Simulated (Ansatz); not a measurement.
# LiCl (Fm-3m), a film clamped to a substrate

Level of theory: Ansatz, DFT PBE, scalar-relativistic, plane waves, PAW. Settings: plane waves to 420 eV, k-mesh 8×8×8 (Γ-centred), Gaussian smearing 0.05 eV. No spin polarisation. Energies are free energies at this smearing, counted from the undisturbed cell; pressure is positive in compression.

Zero of the scan (as given, not relaxed at this level; it stands at 0.4 GPa):

```
CELL_PARAMETERS angstrom
0.00000 2.56476 2.56476
2.56476 0.00000 2.56476
2.56476 2.56476 0.00000
ATOMIC_POSITIONS crystal
Li 0.00000 0.00000 0.00000
Cl 0.50000 0.50000 0.50000
```

The cell (2 atoms, V0 = 33.74 Å³) is strained by p along both x and y and by q along z, fractional coordinates fixed. τp = (1/V0) ∂E/∂p = (σxx + σyy)(1 + p)(1 + q) and τq = (1/V0) ∂E/∂q = σzz(1 + p)², with tension positive.

| p | q | ΔE (meV/atom) | τp (GPa) | τq (GPa) |
| --- | --- | --- | --- | --- |
| 0.000 | 0.000 | 0.00 | -0.80 | -0.40 |
| -0.025 | 0.000 | 7.72 | -5.28 | -1.52 |
| 0.025 | 0.000 | 2.54 | 2.56 | 0.71 |
| 0.000 | -0.025 | 3.07 | -1.95 | -2.02 |
| 0.000 | 0.025 | 0.59 | 0.28 | 0.78 |

Q: Get the second derivatives of the energy density.

A: Central differences give A = ∂τp/∂p = 157 GPa (C11 + C22 + 2 C12), C = ∂τq/∂q = 56 GPa (C33) and the cross term B = ∂τq/∂p = 45 GPa (C13 + C23); ∂τp/∂q = 45 GPa must equal B, and any difference shows higher-order terms. The ions are clamped. In a cubic crystal C11 = C = 56, C12 = B/2 = 22.3 GPa and A should be 2(C11 + C12) = 156 GPa; the bulk modulus is (C11 + 2 C12)/3 = 33 GPa.

Q: A film of this crystal grows with z along the normal on a substrate that imposes p. How does its thickness respond, and what does the misfit cost?

A: Count p and q from the stress-free cell. A free surface needs τq = 0, so q = −(B/C) p = -0.80 p. The energy density left is (A − B²/C) p²/2 = M p², with the biaxial modulus M = 61 GPa; a misfit of 1 % costs 0.64 meV/atom, against 0.82 meV/atom if the thickness were held.

At p = 0.050 the energies along q are 11.4 (q = -0.050), 9.8 (q = -0.025), 12.7 (q = 0.000), 18.8 (q = 0.025), 27.3 (q = 0.050) meV/atom.

Q: Does the linear rule hold at this misfit?

A: A parabola through the lowest point and its neighbours has its minimum at q = -0.028, 9.7 meV/atom. With the stress left in the starting cell, τp0 and τq0, linear elasticity gives q = −(τq0 + Bp)/C = -0.033 and E = V0(τp0 p + τq0 q + Ap²/2 + Bpq + Cq²/2)/N = 13.3 meV/atom. The energies differ by more than a tenth, so the quadratic law fails here: the gap holds the anharmonic part, with some error from the wide steps. Cubic terms also shift the vertex of so wide a parabola.